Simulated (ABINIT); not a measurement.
Crystal: SrO.

```
Sr O
1.0
     0.00000    2.56630    2.56630
     2.56630    0.00000    2.56630
     2.56630    2.56630    0.00000
Sr O
1 1
Direct
  0.50000 0.50000 0.50000
  0.00000 0.00000 0.00000
```

Program: ABINIT 10.8.3 (patched build). Alike in all runs: task single point; level PBE0; potentials or basis SPMS NC PBE v1.0; no spin polarisation; cell as given; k mesh 6 × 6 × 6; cutoff (eV) 952; smearing fermi-dirac 0.05 eV.

Q: Order these runs on this cell by their band gap on the k mesh, lowest first.
A. share of exact exchange 0.05
B. share of exact exchange 0.25
C. share of exact exchange 0.15
D. share of exact exchange 0.35

A: A (3.76 eV), C (4.64 eV), B (5.55 eV), D (6.47 eV).

Caveats: exact exchange is summed on a coarse mesh, which widens gaps by tenths of an eV.

A k mesh can miss the band edges.
